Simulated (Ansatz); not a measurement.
CsBr (CsCl type, Pm-3m), a = b = c = 4.3237 Å, α = β = γ = 90.00°.

Relaxed with r²SCAN. Independent-particle spectrum: no excitons, no local fields, no scissors shift; 0.1 eV broadening; ε₁ of the summed bands alone.

Question: Tabulate the dielectric function from DFT-r²SCAN in the program Ansatz with PAW potentials.

Answer: 

| E (eV) | ε₁ xx | ε₂ xx |
|---|---|---|
| 0.0 | 3.01 | 0.00 |
| 0.4 | 3.01 | 0.00 |
| 0.8 | 3.02 | 0.00 |
| 1.2 | 3.04 | 0.00 |
| 1.6 | 3.07 | 0.00 |
| 2.0 | 3.11 | 0.00 |
| 2.4 | 3.16 | 0.00 |
| 2.8 | 3.23 | 0.00 |
| 3.2 | 3.31 | 0.00 |
| 3.6 | 3.42 | 0.00 |
| 4.0 | 3.56 | 0.00 |
| 4.4 | 3.75 | 0.00 |
| 4.8 | 4.02 | 0.00 |
| 5.2 | 4.55 | 0.07 |
| 5.6 | 5.00 | 0.63 |
| 6.0 | 5.41 | 0.98 |
| 6.4 | 6.12 | 2.17 |
| 6.8 | 5.41 | 4.61 |
| 7.2 | 3.35 | 4.92 |
| 7.6 | 1.48 | 3.33 |
| 8.0 | 2.18 | 2.91 |
| 8.4 | 2.97 | 2.59 |
| 8.8 | 2.52 | 4.58 |
| 9.2 | -0.65 | 3.54 |
| 9.6 | -0.07 | 1.91 |
| 10.0 | 0.46 | 1.36 |
| 10.4 | 0.95 | 1.00 |
| 10.8 | 1.47 | 0.98 |
| 11.2 | 1.76 | 0.83 |
| 11.6 | 2.56 | 0.99 |
| 12.0 | 3.14 | 1.29 |

Question: From ε at 6.1 eV (xx: 5.67 + 1.17i), find n, k, the normal reflectivity and the absorption coefficient.

Answer: n = 2.39, k = 0.244, R = 17 %, α = 2kE/ħc = 150000 cm⁻¹.

With all bands, ε∞ without local fields is 3.05. DFPT, with local fields, gives 2.86.

Symmetry was held in the r²SCAN relaxation; phonons on a q-mesh show no instability. Scalar-relativistic: spin–orbit coupling is off unless named, which matters more the heavier the elements.

Potentials: the later of the program's two PAW sets.
